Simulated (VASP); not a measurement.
# KCl (Fm-3m) in VASP: further runs

Runs on KCl. Level: PBE. Tasks: single point.

All numbers are computed with VASP 6.6.1; they aren't measurements. Logs are shortened: lines on timing, memory, paths and dates and some standing lists are left out, and cuts for length are marked.

**The experiment to reproduce.**

A printed reference work, monograph reports, for a bulk crystal of KCl: band gap 8.68 eV.

The results are compared with them further down.

## 1. The cell of the first run

Symmetry: Fm-3m, No. 225, cubic system. The conventional cell has a = 6.312 Å, b = 6.312 Å, c = 6.312 Å, α = 90.00°, β = 90.00°, γ = 90.00°. K (site symmetry m-3m) has 6 Cl at 3.16 Å within 4.2 Å. Within 4.2 Å of Cl (site symmetry m-3m) lie 6 K at 3.16 Å.

## 2. Single point, PBE

Input file INCAR:

```
SYSTEM = KCl
PREC     = Accurate       ! precision mode
ENCUT    = 520            ! plane-wave cutoff, eV
EDIFF    = 1E-6           ! SCF threshold, eV
ISMEAR   = 0              ! smearing method
SIGMA    = 0.05           ! smearing width, eV
LREAL    = .FALSE.        ! projectors in reciprocal space
LASPH    = .TRUE.         ! aspherical terms in the spheres
NELM     = 80             ! most SCF steps
ALGO     = Normal         ! electronic algorithm
ISIF     = 2              ! what is computed and relaxed
LWAVE    = .FALSE.        ! write WAVECAR
LCHARG   = .FALSE.        ! write CHGCAR
GGA      = PE             ! functional
NBANDS   = 15             ! bands
```

Input file KPOINTS:

```
Automatic mesh
0
G
  10 10 10
  0 0 0
```

Input file POSCAR:

```
KCl
1.0
    0.0000000000      3.1560997118      3.1560997118
    3.1560997118      0.0000000000      3.1560997118
    3.1560997118      3.1560997118      0.0000000000
K Cl
1 1
Direct
    0.0000000000      0.0000000000      0.0000000000
    0.5000000000      0.5000000000      0.5000000000
```

Potentials or basis: VASP PAW PBE potentials, release 64 (K_sv, Cl).

Started as:

```sh
$ cat potpaw_PBE.64/K_sv/POTCAR potpaw_PBE.64/Cl/POTCAR > POTCAR
$ mpirun -np 1 vasp_std > vasp.out
```

OUTCAR:

```text
SYSTEM = KCl
   PREC = Accurate
   ENCUT = 520
   EDIFF = 1E-6
   ISMEAR = 0
   LREAL = .FALSE.
   LASPH = .TRUE.
   NELM = 80
   ISIF = 2
   GGA = PE

 ion  position               nearest neighbor table
   1  0.000  0.000  0.000-   2 3.16   2 3.16   2 3.16   2 3.16   2 3.16   2 3.16
   2  0.500  0.500  0.500-   1 3.16   1 3.16   1 3.16   1 3.16   1 3.16   1 3.16

  LATTYP: Found a face centered cubic cell.
 ALAT       =     6.3121994236

  Lattice vectors:

 A1 = (   0.0000000000,   3.1560997118,   3.1560997118)
 A2 = (   3.1560997118,   0.0000000000,   3.1560997118)
 A3 = (   3.1560997118,   3.1560997118,   0.0000000000)

Analysis of symmetry for initial positions (statically):
=====================================================================
 Subroutine PRICEL returns:
 Original cell was already a primitive cell.

 Routine SETGRP: Setting up the symmetry group for a
 face centered cubic supercell.

 Subroutine GETGRP returns: Found 48 space group operations
 (whereof 48 operations were pure point group operations)
 out of a pool of 48 trial point group operations.

The static configuration has the point symmetry O_h .

Analysis of symmetry for dynamics (positions and initial velocities):
=====================================================================
 Subroutine PRICEL returns:
 Original cell was already a primitive cell.

 Routine SETGRP: Setting up the symmetry group for a
 face centered cubic supercell.

 Subroutine GETGRP returns: Found 48 space group operations
 (whereof 48 operations were pure point group operations)
 out of a pool of 48 trial point group operations.

The dynamic configuration has the point symmetry O_h .

 Subroutine INISYM returns: Found 48 space group operations
 (whereof 48 operations are pure point group operations),
 and found     1 'primitive' translations

----------------------------------------------------------------------------------------

                                     Primitive cell

  volume of cell :      62.8756

  direct lattice vectors                    reciprocal lattice vectors
     0.000000000  3.156099712  3.156099712    -0.158423385  0.158423385  0.158423385
     3.156099712  0.000000000  3.156099712     0.158423385 -0.158423385  0.158423385
     3.156099712  3.156099712  0.000000000     0.158423385  0.158423385 -0.158423385

  length of vectors
     4.463399017  4.463399017  4.463399017     0.274397352  0.274397352  0.274397352

  position of ions in fractional coordinates (direct lattice)
     0.000000000  0.000000000  0.000000000
     0.500000000  0.500000000  0.500000000

  ion indices of the primitive-cell ions
   primitive index   ion index
                 1           1
                 2           2

----------------------------------------------------------------------------------------

 KPOINTS: Automatic mesh

Automatic generation of k-mesh.
 Grid dimensions read from file:
 generate k-points for:   10   10   10

 Generating k-lattice:

  Cartesian coordinates                     Fractional coordinates (reciprocal lattice)
    -0.015842339  0.015842339  0.015842339     0.100000000  0.000000000  0.000000000
     0.015842339 -0.015842339  0.015842339     0.000000000  0.100000000  0.000000000
     0.015842339  0.015842339 -0.015842339     0.000000000  0.000000000  0.100000000

  Length of vectors
     0.027439735  0.027439735  0.027439735

  Shift w.r.t. Gamma in fractional coordinates (k-lattice)
     0.000000000  0.000000000  0.000000000

 Subroutine IBZKPT returns following result:
 ===========================================

 Found     47 irreducible k-points:

 Following reciprocal coordinates:
            Coordinates               Weight
  0.000000  0.000000  0.000000      1.000000
  0.100000  0.000000  0.000000      8.000000
  0.200000  0.000000  0.000000      8.000000
  0.300000  0.000000  0.000000      8.000000
  0.400000  0.000000  0.000000      8.000000
  0.500000  0.000000  0.000000      4.000000
[... 16 lines left out ...]
  0.300000  0.300000  0.000000      6.000000
  0.400000  0.300000  0.000000     24.000000
 [... further k-points ...]
   k-points           NKPTS =     47   k-points in BZ     NKDIM =     47   number of bands    NBANDS=     15
   number of dos      NEDOS =    301   number of ions     NIONS =      2
   total plane-waves  NPLWV =  46656
   dimension x,y,z NGX =    36 NGY =   36 NGZ =   36
   dimension x,y,z NGXF=    72 NGYF=   72 NGZF=   72
   ions per type =               1   1
   NGX,Y,Z   is equivalent  to a cutoff of  13.41, 13.41, 13.41 a.u.
   NGXF,Y,Z  is equivalent  to a cutoff of  26.82, 26.82, 26.82 a.u.
 SYSTEM =  KCl
   PREC   = accura    normal or accurate (medium, high low for compatibility)
   ISTART =      0    job   : 0-new  1-cont  2-samecut
   ICHARG =      2    charge: 1-file 2-atom 10-const
   ISPIN  =      1    spin polarized calculation?
   LNONCOLLINEAR =      F non collinear calculations
   LSORBIT =      F    spin-orbit coupling
   LASPH  =      T    aspherical Exc in radial PAW
   ENCUT  =  520.0 eV  38.22 Ry    6.18 a.u.   8.30  8.30  8.30*2*pi/ulx,y,z
   NELM   =     80;   NELMIN=  2; NELMDL= -5     # of ELM steps
   EDIFF  = 0.1E-05   stopping-criterion for ELM
   LREAL  =      F    real-space projection
   EDIFFG = 0.1E-04   stopping-criterion for IOM
   NSW    =      0    number of steps for IOM
   IBRION =     -1    ionic relax: 0-MD 1-quasi-New 2-CG
   NFREE  =      0    steps in history (QN), initial steepest desc. (CG)
   ISIF   =      2    stress and relaxation
   ISYM   =      2    0-nonsym 1-usesym 2-fastsym
   POTIM  = 0.5000    time-step for ionic-motion
   TEBEG  =    0.0;   TEEND  =   0.0 temperature during run
   PSTRESS=    0.0 pullay stress
   NELECT =      16.0000    total number of electrons
   NUPDOWN=      -1.0000    fix difference up-down
   EMIN   =  10.00;   EMAX   =-10.00  energy-range for DOS
   EFERMI =   0.00;   METHOD = LEGACY
   ISMEAR =     0;   SIGMA  =   0.05  broadening in eV -4-tet -1-fermi 0-gaus
   EFERMI_NEDOS =   21; number of points for ismear=-14 and -15
   IALGO  =     38    algorithm
   IMIX   =      4    mixing-type and parameters
     AMIX     =   0.40;   BMIX     =  1.00
     AMIX_MAG =   1.60;   BMIX_MAG =  1.00
  volume/ion in A,a.u.               =      31.44       212.15
  Fermi-wavevector in a.u.,A,eV,Ry     =   1.037419  1.960437 14.643104  1.076238
  Thomas-Fermi vector in A             =   2.171856
   LORBIT       =      0    0 simple, 1 ext, 2 COOP (PROOUT), +10 PAW based schemes
   GGA     = PE    functional components
   LHFCALC =     F    Hartree Fock is set to
   AEXX    =    0.0000 exact exchange contribution
   IVDW    =     0    specifies the selected vdW correction
   LEPSILON=     F    determine dielectric tensor
   LRPA    =     F    only Hartree local field effects (RPA)
 non-spin polarized calculation
 Gauss-broadening in eV      SIGMA  =   0.05
  energy-cutoff  :      520.00
  volume of cell :       62.88
 maximum number of plane-waves:      1717
 NGX is ok and might be reduce to    36
   NGX = 17   NGY = 17   NGZ = 17

 number of electron      16.0000000 magnetization

 Free energy of the ion-electron system (eV)
  ---------------------------------------------------
  ext. energy  EPLUGINS =         0.00000000
  ---------------------------------------------------
  free energy    TOTEN  =        -6.80650568 eV

  energy without entropy =       -6.80650568  energy(sigma->0) =       -6.80650568

 E-fermi :  -1.6364     XC(G=0):  -7.5017

 val. band max:       -1.8783397135   @ k =   0.0000   0.0000   0.0000
 cond. band min:       3.2770116753   @ k =   0.0000   0.0000   0.0000
 fundamental gap:      5.1553513888
 Fermi energy:        -1.6364332098

 k-point     1 :       0.0000    0.0000    0.0000
  band No.  band energies     occupation
      1     -29.0988      2.00000
      2     -13.9858      2.00000
      3     -12.5594      2.00000
      4     -12.5594      2.00000
      5     -12.5594      2.00000
      6      -1.8783      2.00000
      7      -1.8783      2.00000
      8      -1.8783      2.00000
      9       3.2770      0.00000
     10       6.4971      0.00000
     11       6.4971      0.00000
     12       6.4971      0.00000
     13       7.3686      0.00000
     14       7.3686      0.00000
     15      11.0709      0.00000

 k-point     2 :       0.1000    0.0000    0.0000
  band No.  band energies     occupation
      1     -29.0979      2.00000
      2     -14.0056      2.00000
      3     -12.5603      2.00000
      4     -12.5603      2.00000
      5     -12.5347      2.00000
      6      -2.0024      2.00000
      7      -1.9107      2.00000
      8      -1.9107      2.00000
      9       3.5198      0.00000
     10       6.4142      0.00000
     11       6.6218      0.00000
     12       6.6218      0.00000
     13       7.5035      0.00000
     14       7.5035      0.00000
     15      11.4527      0.00000

 k-point     3 :       0.2000    0.0000    0.0000
  band No.  band energies     occupation
      1     -29.0953      2.00000
      2     -14.0547      2.00000
      3     -12.5626      2.00000
      4     -12.5626      2.00000
      5     -12.4725      2.00000
      6      -2.2940      2.00000
      7      -1.9930      2.00000
      8      -1.9930      2.00000
      9       4.1440      0.00000
     10       6.2923      0.00000
     11       6.9829      0.00000
     12       6.9829      0.00000
     13       7.8877      0.00000
     14       7.8877      0.00000
     15      12.0388      0.00000
[... 343 lines left out ...]
 k-point    23 :       0.3000    0.3000    0.0000
  band No.  band energies     occupation
      1     -29.0902      2.00000
      2     -14.0112      2.00000
      3     -12.5944      2.00000
      4     -12.5944      2.00000
      5     -12.5159      2.00000
      6      -2.5614      2.00000
      7      -2.0387      2.00000
      8      -2.0387      2.00000
      9       5.1283      0.00000
     10       5.1603      0.00000
     11       7.9589      0.00000
     12       8.5086      0.00000
     13       8.5086      0.00000
     14       8.7496      0.00000
     15      10.2698      0.00000

 k-point    24 :       0.4000    0.3000    0.0000
  band No.  band energies     occupation
      1     -29.0883      2.00000
      2     -13.9925      2.00000
      3     -12.6092      2.00000
      4     -12.5995      2.00000
      5     -12.5397      2.00000
      6      -2.5822      2.00000
      7      -2.1145      2.00000
      8      -2.0802      2.00000
      9       5.0523      0.00000
     10       5.7107      0.00000
     11       8.2120      0.00000
     12       8.5538      0.00000
     13       8.9652      0.00000
     14       9.0505      0.00000
     15       9.6650      0.00000

 [... further k-points ...]
[... 5 lines left out ...]
  --------------------------------------------------------------------------------------
  -------------------------------------------------------------------------------------
  Total        0.2368260      0.2368260      0.2368260     -0.0000000      0.0000000     -0.0000000
  in kB        6.0347284      6.0347284      6.0347284     -0.0000000      0.0000000     -0.0000000
  external PRESSURE =       6.0347284 kB  Pullay stress =       0.0000000 kB

 VOLUME and BASIS-vectors are now :
 -----------------------------------------------------------------------------
  energy-cutoff  :      520.00
  volume of cell :       62.88
      direct lattice vectors                 reciprocal lattice vectors
     0.000000000  3.156099712  3.156099712    -0.158423385  0.158423385  0.158423385
     3.156099712  0.000000000  3.156099712     0.158423385 -0.158423385  0.158423385
     3.156099712  3.156099712  0.000000000     0.158423385  0.158423385 -0.158423385

 POSITION                                       TOTAL-FORCE (eV/Angst)
 -----------------------------------------------------------------------------------
      0.00000      0.00000      0.00000         0.000000      0.000000     -0.000000
      3.15610      3.15610      3.15610        -0.000000     -0.000000      0.000000
 -----------------------------------------------------------------------------------
    total drift:                                0.000000      0.000000      0.000000

  FREE ENERGIE OF THE ION-ELECTRON SYSTEM (eV)
  ---------------------------------------------------
  free  energy   TOTEN  =        -6.8065056806 eV

  energy  without entropy=       -6.8065056806  energy(sigma->0) =       -6.80650568
```

Wall time 72 s (1 thread of AMD EPYC 7R43 (Zen 3), shared host); peak memory 0.18 GiB.

What came out:

```
Free energy            : -6.8065 eV
Pressure               : 0.6 GPa
Band gap on the k mesh : 5.16 eV
```

## 3. Single point, PBE

Input file INCAR:

```
ALGO     = Normal         # electronic algorithm
EDIFF    = 1E-6           # SCF threshold, eV
ENCUT    = 520            # plane-wave cutoff, eV
GGA      = PE             # functional
ISIF     = 2              # what is computed and relaxed
ISMEAR   = 0              # smearing method
LASPH    = T              # aspherical terms in the spheres
LCHARG   = F              # write CHGCAR
LREAL    = F              # projectors in reciprocal space
LWAVE    = F              # write WAVECAR
NBANDS   = 15             # bands
NELM     = 60             # most SCF steps
PREC     = Accurate       # precision mode
SIGMA    = 0.05           # smearing width, eV
```

Input file KPOINTS:

```
k-points
0
Gamma
  10 10 10
```

POSCAR is that of step 2.

Potentials or basis: VASP PAW PBE potentials, release 64 (K_sv, Cl).

Started as:

```sh
$ cat potpaw_PBE.64/K_sv/POTCAR potpaw_PBE.64/Cl/POTCAR > POTCAR
$ mpirun -np 1 vasp_std > vasp.out
```

Run time: 62 s. Hardware: 1 thread of AMD EPYC 7R43 (Zen 3), shared host; peak memory 0.18 GiB.

Results (log left out):

- Free energy: -6.8065 eV
- Pressure: 0.6 GPa
- Band gap on the k mesh: 5.16 eV

Levels at points of the mesh, in eV from the valence-band top:
```tsv
k point	band 6	band 7	band 8	band 9	band 10	band 11
(0.00, 0.00, 0.00)	0.00	0.00	0.00	5.16	8.38	8.38
(0.50, 0.00, 0.00)	-1.04	-0.32	-0.32	7.56	8.57	10.50
(0.50, 0.50, 0.00)	-0.65	-0.22	-0.22	6.54	8.31	10.02
```

A k mesh can miss the band edges.

## 4. Against experiment

Step 2. Measured gap of KCl: 8.68 eV (a printed reference work, monograph). This calculation gives 5.16 eV (-3.52 eV). The value is that of PBE on a finite k mesh, which can miss the band edges, without temperature or zero-point motion. Semilocal functionals fall short of measured gaps as a rule.
